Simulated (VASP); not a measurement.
# Mg (P6/mmm) in VASP: notebook

The runs below take Mg through single point, with r2SCAN.

All numbers are computed with VASP 6.6.1; they aren't measurements. Logs are shortened: lines on timing, memory, paths and dates and some standing lists are left out, and cuts for length are marked.

## 1. The structure

The structure is hexagonal, space group P6/mmm (No. 191). The conventional cell has a = 3.050 Å, b = 3.050 Å, c = 3.045 Å, α = 90.00°, β = 90.00°, γ = 120.00°. Around Mg (site symmetry 6/mmm) lie 8 Mg at 3.04 to 3.05 Å.

This isn't the form of Mg at room conditions, which is hcp.

## 2. Single point, r2SCAN

INCAR

```
ADDGRID = False
ALGO = Normal
EDIFF = 1E-6
ENCUT = 400
ISIF = 2
ISMEAR = 1
LASPH = True
LCHARG = False
LMIXTAU = True
LREAL = False
LWAVE = False
METAGGA = R2SCAN
NELM = 100
PREC = Normal
SIGMA = 0.2
```

KPOINTS

```
k-points
0
Gamma
  11 11 9
```

POSCAR

```
Mg
1.0
    3.1430880000     -0.0084060000     -0.0278050000
   -1.5788240000      2.6046760000      0.0276970000
   -0.0277550000      0.0158990000      3.0020770000
Mg
1
Direct
   -0.0144770000      0.0117080000      0.0082640000
```

Potentials or basis: VASP PAW PBE potentials, release 64 (Mg).

Started as:

```
$ cat potpaw_PBE.64/Mg/POTCAR > POTCAR
$ mpirun -np 1 vasp_std > vasp.out
```

OUTCAR:

```text
EDIFF = 1E-6
   ENCUT = 400
   ISIF = 2
   ISMEAR = 1
   LASPH = True
   LREAL = False
   METAGGA = R2SCAN
   NELM = 100
   PREC = Normal

 Found    545 irreducible k-points:

 Following reciprocal coordinates:
            Coordinates               Weight
  0.000000  0.000000  0.000000      1.000000
  0.090909  0.000000 -0.000000      2.000000
  0.181818  0.000000 -0.000000      2.000000
  0.272727  0.000000  0.000000      2.000000
  0.363636  0.000000 -0.000000      2.000000
  0.454545  0.000000  0.000000      2.000000
   k-points           NKPTS =    545   k-points in BZ     NKDIM =    545   number of bands    NBANDS=      5
   number of dos      NEDOS =    301   number of ions     NIONS =      1
   total plane-waves  NPLWV =   4096
   dimension x,y,z NGX =    16 NGY =   16 NGZ =   16
   dimension x,y,z NGXF=    32 NGYF=   32 NGZF=   32
   ions per type =               1
   NGX,Y,Z   is equivalent  to a cutoff of   8.46,  8.73,  8.86 a.u.
   NGXF,Y,Z  is equivalent  to a cutoff of  16.92, 17.47, 17.72 a.u.
 SYSTEM =  unknown system
   PREC   = normal    normal or accurate (medium, high low for compatibility)
   ISTART =      0    job   : 0-new  1-cont  2-samecut
   ICHARG =      2    charge: 1-file 2-atom 10-const
   ISPIN  =      1    spin polarized calculation?
   LNONCOLLINEAR =      F non collinear calculations
   LSORBIT =      F    spin-orbit coupling
   LASPH  =      T    aspherical Exc in radial PAW
   ENCUT  =  400.0 eV  29.40 Ry    5.42 a.u.   5.13  4.97  4.90*2*pi/ulx,y,z
   NELM   =    100;   NELMIN=  2; NELMDL= -5     # of ELM steps
   EDIFF  = 0.1E-05   stopping-criterion for ELM
   LREAL  =      F    real-space projection
   EDIFFG = 0.1E-04   stopping-criterion for IOM
   NSW    =      0    number of steps for IOM
   IBRION =     -1    ionic relax: 0-MD 1-quasi-New 2-CG
   NFREE  =      0    steps in history (QN), initial steepest desc. (CG)
   ISIF   =      2    stress and relaxation
   ISYM   =      2    0-nonsym 1-usesym 2-fastsym
   POTIM  = 0.5000    time-step for ionic-motion
   TEBEG  =    0.0;   TEEND  =   0.0 temperature during run
   PSTRESS=    0.0 pullay stress
   NELECT =       2.0000    total number of electrons
   NUPDOWN=      -1.0000    fix difference up-down
   EMIN   =  10.00;   EMAX   =-10.00  energy-range for DOS
   EFERMI =   0.00;   METHOD = LEGACY
   ISMEAR =     1;   SIGMA  =   0.20  broadening in eV -4-tet -1-fermi 0-gaus
   EFERMI_NEDOS =   21; number of points for ismear=-14 and -15
   IALGO  =     38    algorithm
   IMIX   =      4    mixing-type and parameters
     AMIX     =   0.40;   BMIX     =  1.00
     AMIX_MAG =   1.60;   BMIX_MAG =  1.00
  volume/ion in A,a.u.               =      24.53       165.57
  Fermi-wavevector in a.u.,A,eV,Ry     =   0.709836  1.341396  6.855535  0.503868
  Thomas-Fermi vector in A             =   1.796524
   LORBIT       =      0    0 simple, 1 ext, 2 COOP (PROOUT), +10 PAW based schemes
   METAGGA = R2SCAN    functional components
   LHFCALC =     F    Hartree Fock is set to
   AEXX    =    0.0000 exact exchange contribution
   IVDW    =     0    specifies the selected vdW correction
   LEPSILON=     F    determine dielectric tensor
   LRPA    =     F    only Hartree local field effects (RPA)
 non-spin polarized calculation
 Methfessel and Paxton  Order N= 1 SIGMA  =   0.20
  energy-cutoff  :      400.00
  volume of cell :       24.53
 maximum number of plane-waves:       456
   NGX = 11   NGY =  9   NGZ =  9

 number of electron       2.0000000 magnetization

 Free energy of the ion-electron system (eV)
  ---------------------------------------------------
  ext. energy  EPLUGINS =         0.00000000
  ---------------------------------------------------
  free energy    TOTEN  =        -3.86231818 eV

  energy without entropy =       -3.86112690  energy(sigma->0) =       -3.86192108

 E-fermi :   2.2749     XC(G=0):  -8.8404

 val. band max:        2.2744470077   @ k =   0.3636   0.1818   0.1111
 cond. band min:       2.2853957596   @ k =  -0.3636  -0.3636   0.1111
 fundamental gap:      0.0109487519
 Fermi energy:         2.2748944519

 k-point     1 :       0.0000    0.0000    0.0000
  band No.  band energies     occupation
      1      -4.8373      2.00000
      2      11.0969      0.00000
      3      12.2521      0.00000
      4      14.9013      0.00000
      5      16.1169      0.00000

 k-point     2 :       0.0909    0.0000   -0.0000
  band No.  band energies     occupation
      1      -4.6520      2.00000
      2      10.9520      0.00000
      3      12.4063      0.00000
      4      12.8650      0.00000
      5      14.6767      0.00000

 k-point     3 :       0.1818    0.0000   -0.0000
  band No.  band energies     occupation
      1      -4.0979      2.00000
      2       9.1847      0.00000
      3      11.6842      0.00000
      4      12.8693      0.00000
      5      13.5283      0.00000

 k-point     4 :       0.2727    0.0000    0.0000
  band No.  band energies     occupation
      1      -3.1812      2.00000
      2       6.4744      0.00000
      3      11.5147      0.00000
      4      12.6619      0.00000
      5      13.6386      0.00000

 k-point     5 :       0.3636    0.0000   -0.0000
  band No.  band energies     occupation
      1      -1.9129      2.00000
      2       3.9399     -0.00000
      3      11.3386      0.00000
      4      12.0475      0.00000
      5      14.7095      0.00000

 k-point     6 :       0.4545    0.0000    0.0000
  band No.  band energies     occupation
      1      -0.3234      2.00000
      2       1.7093      2.00047
      3      11.2276      0.00000
      4      11.7061      0.00000
      5      16.0346      0.00000

 [... further k-points ...]
[... 5 lines left out ...]
  --------------------------------------------------------------------------------------
  -------------------------------------------------------------------------------------
  Total       -0.0980955      0.0477999      0.1748118      0.0171860      0.0499549     -0.0647850
  in kB       -6.4058919      3.1214570     11.4156688      1.1222912      3.2621838     -4.2306293
  external PRESSURE =       2.7104113 kB  Pullay stress =       0.0000000 kB

 VOLUME and BASIS-vectors are now :
 -----------------------------------------------------------------------------
  energy-cutoff  :      400.00
  volume of cell :       24.53
      direct lattice vectors                 reciprocal lattice vectors
     3.143088000 -0.008406000 -0.027805000     0.318692044  0.193154686  0.001923445
    -1.578824000  2.604676000  0.027697000     0.001010546  0.384559010 -0.002027282
    -0.027755000  0.015899000  3.002077000     0.002942377 -0.001758937  0.333139234

 POSITION                                       TOTAL-FORCE (eV/Angst)
 -----------------------------------------------------------------------------------
      3.07887      0.02234     -0.00227         0.000000     -0.000000      0.000000
 -----------------------------------------------------------------------------------
    total drift:                                0.000171     -0.000128     -0.002140

  FREE ENERGIE OF THE ION-ELECTRON SYSTEM (eV)
  ---------------------------------------------------
  free  energy   TOTEN  =        -3.8623181774 eV

  energy  without entropy=       -3.8611268969  energy(sigma->0) =       -3.86192108
```

Wall time 22 s (1 thread of Intel Xeon 6975P-C (Granite Rapids), shared host); peak memory 0.16 GiB.

These settings aren't checked as converged: the numbers below hold their error.

What came out:

```yaml
Free_energy: -3.8623 eV
Pressure: 0.3 GPa
Band_gap_on_the_k_mesh: none (metal or under the smearing width)
```

Caveat: the PAW data sets were made with another functional, which shifts forces and pressure a little.

## 3. Single point, r2SCAN

This run uses another cell than the first one, of the same volume but with other edges.

Edit INCAR of step 2 so:

```diff
@@ -9,3 +9,3 @@
 LMIXTAU = True
-LREAL = False
+LREAL = Auto
 LWAVE = False
@@ -13,3 +13,3 @@
 NELM = 100
-PREC = Normal
+PREC = Accurate
 SIGMA = 0.2
```

KPOINTS is that of step 2.

POSCAR

```
Mg
1.0
    3.0502998005      0.0000000000      0.0000000000
   -1.5251499003      2.6416371164      0.0000000000
    0.0000000000      0.0000000000      3.0448375700
Mg
1
Direct
    0.0000000000      0.0000000000      0.0000000000
```

Potentials or basis: VASP PAW PBE potentials, release 64 (Mg).

Started as:

```
$ cat potpaw_PBE.64/Mg/POTCAR > POTCAR
$ mpirun -np 1 vasp_std > vasp.out
```

OUTCAR:

```text
EDIFF = 1E-6
   ENCUT = 400
   ISIF = 2
   ISMEAR = 1
   LASPH = True
   LREAL = Auto
   METAGGA = R2SCAN
   NELM = 100
   PREC = Accurate

 Found     80 irreducible k-points:

 Following reciprocal coordinates:
            Coordinates               Weight
  0.000000  0.000000  0.000000      1.000000
  0.090909  0.000000  0.000000      6.000000
  0.181818  0.000000  0.000000      6.000000
  0.272727  0.000000  0.000000      6.000000
  0.363636  0.000000  0.000000      6.000000
  0.454545  0.000000  0.000000      6.000000
   k-points           NKPTS =     80   k-points in BZ     NKDIM =     80   number of bands    NBANDS=      5
   number of dos      NEDOS =    301   number of ions     NIONS =      1
   total plane-waves  NPLWV =   8000
   dimension x,y,z NGX =    20 NGY =   20 NGZ =   20
   dimension x,y,z NGXF=    40 NGYF=   40 NGZF=   40
   ions per type =               1
   NGX,Y,Z   is equivalent  to a cutoff of  10.90, 10.90, 10.92 a.u.
   NGXF,Y,Z  is equivalent  to a cutoff of  21.80, 21.80, 21.84 a.u.
 SYSTEM =  unknown system
   PREC   = accura    normal or accurate (medium, high low for compatibility)
   ISTART =      0    job   : 0-new  1-cont  2-samecut
   ICHARG =      2    charge: 1-file 2-atom 10-const
   ISPIN  =      1    spin polarized calculation?
   LNONCOLLINEAR =      F non collinear calculations
   LSORBIT =      F    spin-orbit coupling
[... 48 lines left out ...]
  ---------------------------------------------------
  free energy    TOTEN  =        -3.86525341 eV

  energy without entropy =       -3.86567706  energy(sigma->0) =       -3.86539463

 E-fermi :   2.2763     XC(G=0):  -8.8347

 val. band max:        2.1496769088   @ k =   0.3636   0.1818   0.3333
 cond. band min:       2.2834125585   @ k =   0.3636   0.2727   0.0000
 fundamental gap:      0.1337356497
 Fermi energy:         2.2763220017

 k-point     1 :       0.0000    0.0000    0.0000
  band No.  band energies     occupation
      1      -4.8374      2.00000
      2      10.8258      0.00000
      3      11.7515      0.00000
      4      15.7144      0.00000
      5      15.7145      0.00000
[... 33 lines left out ...]
 k-point     6 :       0.4545    0.0000    0.0000
  band No.  band energies     occupation
      1      -0.1952      2.00000
      2       1.9260      2.03273
      3      11.1649      0.00000
      4      11.6013      0.00000
      5      15.6642      0.00000

 [... further k-points ...]
[... 5 lines left out ...]
  --------------------------------------------------------------------------------------
  -------------------------------------------------------------------------------------
  Total        0.0981043      0.0981043     -0.0067416     -0.0000000      0.0000000      0.0000000
  in kB        6.4064671      6.4064671     -0.4402436     -0.0000000      0.0000000      0.0000000
  external PRESSURE =       4.1242302 kB  Pullay stress =       0.0000000 kB

 VOLUME and BASIS-vectors are now :
 -----------------------------------------------------------------------------
  energy-cutoff  :      400.00
  volume of cell :       24.53
      direct lattice vectors                 reciprocal lattice vectors
     3.050299800  0.000000000  0.000000000     0.327836628  0.189276565  0.000000000
    -1.525149900  2.641637116  0.000000000     0.000000000  0.378553130  0.000000000
     0.000000000  0.000000000  3.044837570     0.000000000  0.000000000  0.328424744

 POSITION                                       TOTAL-FORCE (eV/Angst)
 -----------------------------------------------------------------------------------
      0.00000      0.00000      0.00000         0.000000      0.000000      0.000000
 -----------------------------------------------------------------------------------
    total drift:                                0.000000      0.000000      0.000000

  FREE ENERGIE OF THE ION-ELECTRON SYSTEM (eV)
  ---------------------------------------------------
  free  energy   TOTEN  =        -3.8652534118 eV

  energy  without entropy=       -3.8656770614  energy(sigma->0) =       -3.86539463
```

Wall time 16 s (1 thread of Intel Xeon 6975P-C (Granite Rapids), shared host); peak memory 0.12 GiB.

These settings aren't checked as converged: the numbers below hold their error.

What came out:

```yaml
Free_energy: -3.8653 eV
Pressure: 0.4 GPa
Band_gap_on_the_k_mesh: none (metal or under the smearing width)
```

Caveat: the PAW data sets were made with another functional, which shifts forces and pressure a little.

## 4. Single point, r2SCAN

INCAR is that of step 3.

KPOINTS is that of step 3.

POSCAR

```
Mg
1.0
    3.1430880000     -0.0084060000     -0.0278050000
   -1.5788240000      2.6046760000      0.0276970000
   -0.0277550000      0.0158990000      3.0020770000
Mg
1
Direct
   -0.0144770000      0.0117080000      0.0082640000
```

Started as:

```
$ cat potpaw_PBE.64/Mg/POTCAR > POTCAR
$ mpirun -np 1 vasp_std > vasp.out
```

It took 57 s on 1 thread of Intel Xeon 6975P-C (Granite Rapids), shared host; peak memory 0.15 GiB.

The run converged, but some of its settings lie outside the range that counts as converged, so its numbers aren't taken as properties of the crystal.

What came out:

* Free energy: -3.8625 eV
* Pressure: 0.3 GPa
* Band gap on the k mesh: none (metal or under the smearing width)

Caveat: the PAW data sets were made with another functional, which shifts forces and pressure a little.

## 5. The reference run

An earlier run on the cell as given: functional PBE; potentials or basis VASP PAW PBE potentials, release 64 (Mg); cutoff 520 eV; k mesh 10 × 10 × 9; occupations fermi-dirac, width 0.05 eV; no spin polarisation.

- Pressure: 1.1 GPa
- Band gap on the k mesh: none (metal or under the smearing width)
